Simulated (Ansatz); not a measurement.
TiO2 in the fluorite structure at its r2SCAN geometry, in the plane-wave code Ansatz. One HSE06 run serves as the base. The settings are then varied one at a time, some on purpose to values that make no sense. Doubtful ones may also carry a cap on iterations. All numbers are computed, and spin polarisation is off unless an edit sets a moment.

Base input:
```yaml
crystal:
  lattice:
    - [0.0, 2.3968272579, 2.3968272579]
    - [2.3968272579, 0.0, 2.3968272579]
    - [2.3968272579, 2.3968272579, 0.0]
  atoms:
    - { symbol: Ti, position: [0.0, 0.0, 0.0] }
    - { symbol: O, position: [0.25, 0.25, 0.25] }
    - { symbol: O, position: [0.75, 0.75, 0.75] }
kpoints:
  mp_grid: { grid: [4, 4, 4] }
hamiltonian:
  xc: hse06
scf:
  occupations: { method: fixed }
  n_extra_bands: 4
output:
  forces: true
  stress: true
  eigenvalues: true
```

Base results:
```
Basis set: ecut = 420 eV, 537 PW (Γ)
Symmetry: 48 space group operations
Space group: Fm-3m (ITA 225)
k-points: 8 of 64
Exchange kernel: α = 0.2500, screened, ω = 0.2079 Å⁻¹, Wigner–Seitz truncation, v(0) = 991.8650 eV·Å³, q-mesh 4×4×4
hybrid SCF converged: 2 outer / 10 inner (+4 warm-up)
Free energy (F): -3637.036933 eV
Fermi energy:    11.456939 eV
--- Stress (GPa, compression-positive) ---
       -3.964379       0.000000       0.000000
        0.000000      -3.964379       0.000000
        0.000000       0.000000      -3.964379
  P = ⅓ Tr σ = -3.9644 GPa (-39.644 kbar)
```
The gap over this mesh is 2.631 eV.

Command: `ansatz run input.yaml --threads 4 --pin off --max-ram 3686MiB --backend cpu --events-out ev --progress --plain --runs-dir out`. Wall time 2.8 s on 4 threads of Arm Neoverse V2, on a shared host; peak host memory 0.47 GiB.

Problem. The input is altered as follows. How does the run end?
```yaml
basis:
  ecutwfc: 900
```

Solution. 1687 plane waves in place of 537. The free energy moves by -4.6 meV an atom, the mean stress by 0.0 GPa and the gap on the mesh by 0.000 eV (to 2.631). The base cutoff was converged to that degree.
```
Basis set: ecut = 900 eV, 1687 PW (Γ)
hybrid SCF converged: 2 outer / 12 inner (+4 warm-up)
Free energy (F): -3637.050586 eV
Fermi energy:    11.456134 eV
--- Stress (GPa, compression-positive) ---
       -3.939128       0.000000       0.000000
        0.000000      -3.939128       0.000000
        0.000000       0.000000      -3.939128
  P = ⅓ Tr σ = -3.9391 GPa (-39.391 kbar)
```

Problem. The input is altered as follows. How does the run end?
```yaml
hamiltonian:
  xc:
    exchange: pbe
    correlation: pbe
    exx: { coeff: 0.5, omega: 0.2078 }
```

Solution. That is 50 % exact exchange, screened with ω = 0.2078 1/Å, against HSE06's 25 % screened at 0.208 1/Å. The mean stress moves by -8.9 GPa and the gap on the mesh by +1.713 eV (to 4.344). Totals of different functionals aren't comparable.
Lines that differ from the base's log, and the results:
```
Exchange kernel: α = 0.5000, screened, ω = 0.2078 Å⁻¹, Wigner–Seitz truncation, v(0) = 992.4349 eV·Å³, q-mesh 4×4×4
hybrid SCF converged: 3 outer / 20 inner (+4 warm-up)
Free energy (F): -3636.651565 eV
Fermi energy:    10.557887 eV
--- Stress (GPa, compression-positive) ---
      -12.873422       0.000000       0.000000
        0.000000     -12.873422       0.000000
        0.000000       0.000000     -12.873422
  P = ⅓ Tr σ = -12.8734 GPa (-128.734 kbar)
```

Problem. These lines are set or replaced. What follows?
```yaml
hamiltonian:
  xc: { exchange: pbe, correlation: pbe, exx: { coeff: 0.1, omega: 0.3 } }
```

Solution. That is 10 % exact exchange, screened with ω = 0.3 1/Å, against HSE06's 25 % screened at 0.208 1/Å. The mean stress moves by +6.0 GPa and the gap on the mesh by -1.011 eV (to 1.620). Totals of different functionals aren't comparable.
Lines that differ from the base's log, and the results:
```
Exchange kernel: α = 0.1000, screened, ω = 0.3000 Å⁻¹, Wigner–Seitz truncation, v(0) = 500.9021 eV·Å³, q-mesh 4×4×4
hybrid SCF converged: 2 outer / 10 inner (+4 warm-up)
Free energy (F): -3637.448991 eV
Fermi energy:    11.989241 eV
--- Stress (GPa, compression-positive) ---
        2.020421       0.000000       0.000000
        0.000000       2.020421       0.000000
        0.000000       0.000000       2.020421
  P = ⅓ Tr σ = 2.0204 GPa (20.204 kbar)
--- Band table (eV; the first three rows and the last of 8) ---
  k-point 0: bands = […, 5.7257, 5.7257, 5.7257, 11.0700, 11.0700, 11.0700, 13.6095, 13.6095, 17.8888, 17.8888]
  k-point 1: bands = […, 6.2608, 6.2608, 7.1561, 9.7135, 9.9830, 9.9830, 14.2076, 14.2076, 16.3330, 17.5015]
  k-point 2: bands = […, 6.8689, 6.8689, 8.4760, 8.5465, 9.3287, 9.3287, 13.9522, 13.9522, 15.2838, 17.4878]
  k-point 7: bands = […, 5.5473, 5.8401, 8.4840, 8.4840, 9.9331, 11.7364, 14.3925, 14.7180, 15.6995, 15.6995]
```

Problem. The input is altered as follows. How does the run end?
```yaml
hamiltonian:
  xc: { exchange: pbe, correlation: pbe, exx: { coeff: 0.05, omega: 0.3 } }
```

Solution. That is 5 % exact exchange, screened with ω = 0.3 1/Å, against HSE06's 25 % screened at 0.208 1/Å. The mean stress moves by +7.9 GPa and the gap on the mesh by -1.255 eV (to 1.376). Totals of different functionals aren't comparable.
```
Exchange kernel: α = 0.0500, screened, ω = 0.3000 Å⁻¹, Wigner–Seitz truncation, v(0) = 500.9021 eV·Å³, q-mesh 4×4×4
hybrid SCF converged: 2 outer / 10 inner (+4 warm-up)
Free energy (F): -3637.626494 eV
Fermi energy:    12.120518 eV
--- Stress (GPa, compression-positive) ---
        3.926483       0.000000       0.000000
        0.000000       3.926483       0.000000
        0.000000       0.000000       3.926483
  P = ⅓ Tr σ = 3.9265 GPa (39.265 kbar)
--- Band table (eV; the first three rows and the last of 8) ---
  k-point 0: bands = […, 5.9724, 5.9724, 5.9724, 11.2240, 11.2240, 11.2240, 13.4964, 13.4964, 17.7644, 17.7644]
  k-point 1: bands = […, 6.4977, 6.4977, 7.3764, 9.8938, 10.1407, 10.1407, 14.0996, 14.0996, 16.2448, 17.3836]
  k-point 2: bands = […, 7.0893, 7.0893, 8.6712, 8.7544, 9.5185, 9.5185, 13.8419, 13.8419, 15.2040, 17.3597]
  k-point 7: bands = […, 5.7843, 6.0899, 8.6877, 8.6877, 10.1008, 11.8725, 14.2584, 14.5922, 15.6161, 15.6161]
```

Problem. The input is altered as follows. How does the run end?
```yaml
hamiltonian:
  xc: { exchange: pbe, correlation: pbe, exx: { coeff: 0.2, omega: 0.3 } }
```

Solution. That is 20 % exact exchange, screened with ω = 0.3 1/Å, against HSE06's 25 % screened at 0.208 1/Å. The mean stress moves by +2.3 GPa and the gap on the mesh by -0.497 eV (to 2.134). Totals of different functionals aren't comparable.
```
Exchange kernel: α = 0.2000, screened, ω = 0.3000 Å⁻¹, Wigner–Seitz truncation, v(0) = 500.9021 eV·Å³, q-mesh 4×4×4
hybrid SCF converged: 2 outer / 11 inner (+4 warm-up)
Free energy (F): -3637.140701 eV
Fermi energy:    11.715844 eV
--- Stress (GPa, compression-positive) ---
       -1.704241       0.000000       0.000000
        0.000000      -1.704241       0.000000
        0.000000       0.000000      -1.704241
  P = ⅓ Tr σ = -1.7042 GPa (-17.042 kbar)
```

The program warns that its thresholds are loose for a hybrid's stress.

The meshes of the hybrids are coarse, so their gaps aren't converged to the digits shown.
